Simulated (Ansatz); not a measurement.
# AlN (P6_3/mmc) in Ansatz: further runs

The runs below take AlN through single point, equation of state, with LDA.

Everything below comes from runs of Ansatz 0.2.0. Logs are shortened: lines on timing, memory, paths and dates and some standing lists are left out, and cuts for length are marked.

## Step 1: The crystal as given

It takes space group P6_3/mmc (No. 194, hexagonal). The conventional cell has a = 3.312 Å, b = 3.312 Å, c = 4.188 Å, α = 90.00°, β = 90.00°, γ = 120.00°. Al (site symmetry -6m2) is surrounded by 5 N at 1.91 to 2.09 Å. Around N (site symmetry -6m2) lie 5 Al at 1.91 to 2.09 Å.

Measurements of this composition are mostly on another form, of space group No. 186.

## Step 2: Single point, LDA, 9.35 Å³/atom (volume scaled by 0.94)

input.yaml

```yaml
crystal:
  lattice:
    - [3.2445025711, 0.0, 0.0]
    - [-1.6222512856, 2.8098216493, 0.0]
    - [0.0, 0.0, 4.1020785442]
  atoms:
    - { symbol: Al, position: [0.6666666667, 0.3333333333, 0.25] }
    - { symbol: Al, position: [0.3333333333, 0.6666666667, 0.75] }
    - { symbol: "N", position: [0.6666666667, 0.3333333333, 0.75] }
    - { symbol: "N", position: [0.3333333333, 0.6666666667, 0.25] }
kpoints:
  mp_grid: { grid: [9, 9, 7] }
scf:
  occupations: { method: fermi_dirac, width: 0.05 }
hamiltonian:
  xc: lda
  pseudopotentials: { kind: all_electron, lapw: { basis_error: 0.002 } }
output:
  forces: true
  stress: true
  eigenvalues: true
```

Potentials or basis: all-electron LAPW, scalar-relativistic.

The run is started by

```bash
ansatz run input.yaml --threads 2 --pin off --max-ram 6144MiB --backend cpu --events-out ev --progress --plain --runs-dir out
```

The log of the run:

```text
Warning: RAYON_NUM_THREADS=2 ignored (pool sized by the plan → 2); use --threads N
LAPW: plane waves up to 9.646 Å⁻¹, error target 2.0e-3 eV per atom; small_component_spin mean_spin; N in spheres of 0.898 Å, 7 of its electrons in bands, Dirac shells []; Al in spheres of 0.976 Å, 11 of its electrons in bands, Dirac shells [] (how accurate: hamiltonian.pseudopotentials.lapw.basis_error, Limitations)
Engine: ansatz 0.2.0, x86_64-unknown-linux-gnu
Pseudopotentials: kind: all_electron
Pseudopotential: Al, LAPW, valence charge 11, lapw/all_electron/scalar/gaussian/Al, Koelling and Harmon's equation, gaussian nucleus
Pseudopotential: N, LAPW, valence charge 7, lapw/all_electron/scalar/gaussian/N, Koelling and Harmon's equation, gaussian nucleus
Functional definition: SPW92
  exchange = slater_x
  correlation = pw_c
Crystal: 4 atoms, lattice volume = 37.396 Å³
Basis set: ecut = 354.4809624806527 eV, 541 PW (Γ), exchange–correlation at level 2
Bands: 22, of which v1, the nominal top of the filled ones, is band 18 counted from 1 (17 counted from 0)
Symmetry: 24 space group operations
Space group: P63/mmc (ITA 194), of the structure as read, at distance tolerance 3.3e-5 Å
k-points: 48 of 567
Non-local potential: Al, projectors of the file, none
Non-local potential: N, projectors of the file, none
Initial density: superposition of atomic densities (chi_scale 0.1, normalization cell, long waves kept (reshape's long-wave potential 0.00 eV rms))
Initial wavefunctions: plane waves of lowest kinetic energy (no species holds an atomic orbital)
Functional: x = slater, c = lda
iter 1 solved again at ethr=2.94e-2 eV; its pass at ethr=1.00e-1 eV (dr2=1.06e1 eV) is discarded
SCF iter   1: F=—  HF=-16136.831351 eV  |F-HF|=—  |Δ(HF+E_count)|=         —  Δρ=1.57e-1  dr2=1.06e1  ethr=2.94e-2  ⟨swp⟩=2.0  Hψ=7225  notcnv=0
preconditioner: auto → Resta (q_TF=auto, 2.711 Å⁻¹)  ε∞=3.4  [insulator: Δε(μ)=5.982 eV  Ē_g=15.595 eV  σ=0.050 eV  W_gap=1.00  n_scr=20 (ndim 8)  ℏωp=24.3 eV  f_vac=0.000  D(μ)=0.00/eV (n_scr^D=0)  ε∞_Penn≈3.4]
iter 2 solved again at ethr=1.43e-3 eV; its pass at ethr=2.94e-2 eV (dr2=5.13e-1 eV) is discarded
SCF iter   2: F=—  HF=-16132.117944 eV  |F-HF|=—  |Δ(HF+E_count)|=    4.71e0  Δρ=3.64e-2  dr2=5.12e-1  ethr=1.43e-3  ⟨swp⟩=2.1  Hψ=5638  notcnv=0
SCF iter   3: F=—  HF=-16131.965832 eV  |F-HF|=—  |Δ(HF+E_count)|=         —  Δρ=2.69e-2  dr2=3.39e-1  ethr=1.42e-3  ⟨swp⟩=2.0  Hψ=3215  notcnv=0
the basis was enlarged: its passes take 76.7 KiB over the memory plan, 2 of 2 planned eigensolver slots
SCF iter   4: F=—  HF=-16131.888676 eV  |F-HF|=—  |Δ(HF+E_count)|=   7.72e-2  Δρ=9.71e-3  dr2=3.88e-2  ethr=9.42e-4  ⟨swp⟩=2.0  Hψ=3120  notcnv=0
SCF iter   5: F=—  HF=-16131.872973 eV  |F-HF|=—  |Δ(HF+E_count)|=   1.57e-2  Δρ=2.28e-3  dr2=2.31e-3  ethr=1.08e-4  ⟨swp⟩=2.0  Hψ=3068  notcnv=0
SCF iter   6: F=—  HF=-16131.872187 eV  |F-HF|=—  |Δ(HF+E_count)|=   7.86e-4  Δρ=3.62e-4  dr2=7.18e-5  ethr=6.42e-6  ⟨swp⟩=2.0  Hψ=3042  notcnv=0
SCF iter   7: F=—  HF=-16131.872175 eV  |F-HF|=—  |Δ(HF+E_count)|=   1.25e-5  Δρ=2.60e-5  dr2=3.59e-7  ethr=2.00e-7  ⟨swp⟩=2.0  Hψ=3036  notcnv=0
SCF iter   8: F=-16131.872175 eV  HF=-16131.872175 eV  |F-HF|=1.38e-9  |Δ(HF+E_count)|=   4.06e-8  Δρ=4.18e-6  dr2=5.91e-9  ethr=9.96e-10  ⟨swp⟩=2.8  Hψ=3172  notcnv=0
SCF 1 converged in 8 iterations: F = -16131.872175 eV  dr2 = 5.91e-9
SCF converged after 8 iterations
Free energy (F): -16131.872175 eV
Harris-Foulkes:  -16131.872175 eV  (|F-HF|=1.38e-9)
Internal energy: -16131.872175 eV  (E = F + TS)
E sigma→0 (E₀):  -16131.872175 eV
Fermi energy:    13.067174 eV
--- Per-component energies (eV) ---
  E_band       = -2351.555719
  E_kinetic    = 16134.444589
  E_xc         = -1325.313800
  E_electrostatic = -30941.002964  (all electrons and nuclei)
  E_smearing   = -0.000000  (= −TS)
  E_closure    = 0.000000  (closes the sum)
  E_atoms      = -16099.369876  (free atoms, spherical and without spin; not in F)
  Σ components = -16131.872175   (vs F -16131.872175, Δ=0.00e0)
  Basis errors (estimates in eV, not in F): energy 9.3e-4 per atom: plane waves 8.5e-4 (5.1e-4 summed), levels above the bands 6.7e-61, relativity 8.6e-9, radial functions 7.8e-5, core shells 6.6e-12; eigenvalues (radial functions only) 2.5e-5; not estimated: angular momenta, meshes, grids; target (lapw.basis_error) 2.0e-3; muffin-tin radii N 0.898 Å, Al 0.976 Å
--- Forces (eV/Å), atoms counted from 1 ---
  atom   1  Al     0.00000000     0.00000000     0.00000000
  atom   2  Al    -0.00000000    -0.00000000    -0.00000000
  atom   3  N     -0.00000000     0.00000000     0.00000000
  atom   4  N      0.00000000    -0.00000000    -0.00000000
  max |Σ_I F_I| component: 3.70e-17 eV/Å
--- Stress (GPa, compression-positive) ---
        5.857244      -0.000000      -0.000000
       -0.000000       5.857244      -0.000000
       -0.000000      -0.000000       2.735627
  P = ⅓ Tr σ = 4.8167 GPa (48.167 kbar)
--- Band table (eV; the first three rows and the last of 48) ---
  k-point 0: bands = ["-360.0515", "-360.0515", "-89.8550", "-89.8500", "-52.0853", "-52.0569", "-52.0569", "-52.0567", "-52.0476", "-52.0476", "-5.9280", "-1.8923", "3.9188", "7.7463", "7.7463", "9.4712", "9.4712", "11.1972", "14.9400", "15.9468", "19.5836", "19.5836"]
  k-point 1: bands = ["-360.0515", "-360.0515", "-89.8547", "-89.8502", "-52.0839", "-52.0581", "-52.0565", "-52.0565", "-52.0480", "-52.0480", "-5.7940", "-2.2427", "4.3462", "7.8233", "7.8233", "9.3794", "9.3794", "10.6676", "15.3519", "16.1709", "19.4170", "19.4170"]
  k-point 2: bands = ["-360.0515", "-360.0515", "-89.8540", "-89.8509", "-52.0800", "-52.0622", "-52.0552", "-52.0552", "-52.0493", "-52.0493", "-5.3998", "-3.0468", "5.3868", "8.0440", "8.0440", "9.1236", "9.1236", "9.4950", "16.1807", "16.7315", "19.2718", "19.2718"]
  k-point 47: bands = ["-360.0515", "-360.0515", "-89.8521", "-89.8521", "-52.0767", "-52.0767", "-52.0570", "-52.0539", "-52.0500", "-52.0500", "-2.8774", "-2.8774", "4.0979", "4.0979", "5.2979", "6.1845", "10.2041", "10.2041", "17.9924", "18.1144", "19.6946", "19.6946"]
```

It took 3.7 s on 2 threads of Intel Xeon 6975P-C (Granite Rapids), shared host; peak memory 0.37 GiB.

What came out:

* Free energy: -16131.8722 eV
* Pressure: 4.8 GPa
* Band gap on the k mesh: 3.74 eV, direct

Caveat: an odd mesh through Γ misses points on the zone boundary, where band edges often lie.

## Step 3: Single point, LDA, 9.55 Å³/atom (volume scaled by 0.96)

input.yaml, as its differences from that of step 2:

```diff
@@ -2,5 +2,5 @@
   lattice:
-    - [3.2445025711, 0.0, 0.0]
-    - [-1.6222512856, 2.8098216493, 0.0]
-    - [0.0, 0.0, 4.1020785442]
+    - [3.2673519336, 0.0, 0.0]
+    - [-1.6336759668, 2.8296097776, 0.0]
+    - [0.0, 0.0, 4.130967373]
   atoms:
```

Potentials or basis: all-electron LAPW, scalar-relativistic.

The run is started by

```bash
ansatz run input.yaml --threads 2 --pin off --max-ram 6144MiB --backend cpu --events-out ev --progress --plain --runs-dir out
```

Run time: 4 s. Hardware: 2 threads of Intel Xeon 6975P-C (Granite Rapids), shared host; peak memory 0.39 GiB.

Results (log left out):

```
Free energy            : -16131.8836 eV
Pressure               : -0.1 GPa
Band gap on the k mesh : 3.59 eV, direct
```

Caveat: an odd mesh through Γ misses points on the zone boundary, where band edges often lie.

## Step 4: Single point, LDA, 9.75 Å³/atom (volume scaled by 0.98)

input.yaml, as its differences from that of step 3:

```diff
@@ -2,5 +2,5 @@
   lattice:
-    - [3.2673519336, 0.0, 0.0]
-    - [-1.6336759668, 2.8296097776, 0.0]
-    - [0.0, 0.0, 4.130967373]
+    - [3.2898861073, 0.0, 0.0]
+    - [-1.6449430536, 2.8491249445, 0.0]
+    - [0.0, 0.0, 4.1594577035]
   atoms:
```

The run is started by

```bash
ansatz run input.yaml --threads 2 --pin off --max-ram 6144MiB --backend cpu --events-out ev --progress --plain --runs-dir out
```

Run time: 3.7 s. Hardware: 2 threads of Intel Xeon 6975P-C (Granite Rapids), shared host; peak memory 0.4 GiB.

Results (log left out):

* Free energy: -16131.8716 eV
* Pressure: -4.6 GPa
* Band gap on the k mesh: 3.43 eV, direct

Caveat: an odd mesh through Γ misses points on the zone boundary, where band edges often lie.

## Step 5: Single point, LDA, 9.95 Å³/atom

input.yaml, as its differences from that of step 4:

```diff
@@ -2,5 +2,5 @@
   lattice:
-    - [3.2898861073, 0.0, 0.0]
-    - [-1.6449430536, 2.8491249445, 0.0]
-    - [0.0, 0.0, 4.1594577035]
+    - [3.3121157418, 0.0, 0.0]
+    - [-1.6560578709, 2.8683763727, 0.0]
+    - [0.0, 0.0, 4.187563]
   atoms:
```

The run is started by

```bash
ansatz run input.yaml --threads 2 --pin off --max-ram 6144MiB --backend cpu --events-out ev --progress --plain --runs-dir out
```

It took 3.7 s on 2 threads of Intel Xeon 6975P-C (Granite Rapids), shared host; peak memory 0.39 GiB.

It converged, with:

- Free energy: -16131.8386 eV
- Pressure: -8.6 GPa
- Band gap on the k mesh: 3.28 eV, direct

Caveat: an odd mesh through Γ misses points on the zone boundary, where band edges often lie.

## Step 6: Single point, LDA, 10.14 Å³/atom (volume scaled by 1.02)

input.yaml, as its differences from that of step 5:

```diff
@@ -2,5 +2,5 @@
   lattice:
-    - [3.3121157418, 0.0, 0.0]
-    - [-1.6560578709, 2.8683763727, 0.0]
-    - [0.0, 0.0, 4.187563]
+    - [3.3340509224, 0.0, 0.0]
+    - [-1.6670254612, 2.8873727963, 0.0]
+    - [0.0, 0.0, 4.2152960135]
   atoms:
```

Potentials or basis: all-electron LAPW, scalar-relativistic.

The run is started by

```bash
ansatz run input.yaml --threads 2 --pin off --max-ram 6144MiB --backend cpu --events-out ev --progress --plain --runs-dir out
```

Wall time 3.8 s (2 threads of Intel Xeon 6975P-C (Granite Rapids), shared host); peak memory 0.39 GiB.

It converged, with:

- Free energy: -16131.7866 eV
- Pressure: -12.3 GPa
- Band gap on the k mesh: 3.13 eV, direct

Caveat: an odd mesh through Γ misses points on the zone boundary, where band edges often lie.

## Step 7: Single point, LDA, 10.34 Å³/atom (volume scaled by 1.04)

input.yaml, as its differences from that of step 6:

```diff
@@ -2,5 +2,5 @@
   lattice:
-    - [3.3340509224, 0.0, 0.0]
-    - [-1.6670254612, 2.8873727963, 0.0]
-    - [0.0, 0.0, 4.2152960135]
+    - [3.3557012103, 0.0, 0.0]
+    - [-1.6778506052, 2.9061224957, 0.0]
+    - [0.0, 0.0, 4.2426688325]
   atoms:
```

The run is started by

```bash
ansatz run input.yaml --threads 2 --pin off --max-ram 6144MiB --backend cpu --events-out ev --progress --plain --runs-dir out
```

It took 3.7 s on 2 threads of Intel Xeon 6975P-C (Granite Rapids), shared host; peak memory 0.4 GiB.

Results (log left out):

- Free energy: -16131.7174 eV
- Pressure: -15.5 GPa
- Band gap on the k mesh: 2.99 eV, direct

Caveat: an odd mesh through Γ misses points on the zone boundary, where band edges often lie.

## Step 8: Single point, LDA, 10.54 Å³/atom (volume scaled by 1.06)

input.yaml, as its differences from that of step 7:

```diff
@@ -2,5 +2,5 @@
   lattice:
-    - [3.3557012103, 0.0, 0.0]
-    - [-1.6778506052, 2.9061224957, 0.0]
-    - [0.0, 0.0, 4.2426688325]
+    - [3.3770756797, 0.0, 0.0]
+    - [-1.6885378398, 2.9246333291, 0.0]
+    - [0.0, 0.0, 4.2696929295]
   atoms:
```

The run is started by

```bash
ansatz run input.yaml --threads 2 --pin off --max-ram 6144MiB --backend cpu --events-out ev --progress --plain --runs-dir out
```

Run time: 3.8 s. Hardware: 2 threads of Intel Xeon 6975P-C (Granite Rapids), shared host; peak memory 0.38 GiB.

The run converged. Its results:

| Item | Value |
| --- | --- |
| Free energy | -16131.6329 eV |
| Pressure | -18.5 GPa |
| Band gap on the k mesh | 2.84 eV, direct |

Caveat: an odd mesh through Γ misses points on the zone boundary, where band edges often lie.

## Step 9: Equation of state, LDA

Potentials or basis: all-electron LAPW, scalar-relativistic.

This step only gathers the single runs of the series.

What came out:

```yaml
Equilibrium_volume: 9.54 Å³/atom
Bulk_modulus_at_fixed_shape_and_positions: 226 GPa
Pressure_derivative_of_the_bulk_modulus: 4.0
```

Energy against volume, from the lowest point:
```tsv
volume (Å³/atom)	energy (meV/atom)
9.349	2.85
9.548	0.00
9.747	2.98
9.946	11.24
10.145	24.24
10.344	41.54
10.543	62.67
```

Caveat: the cell was scaled at fixed shape and fractional positions, which overstates the stiffness of a crystal with free parameters, most of all of layers and chains.
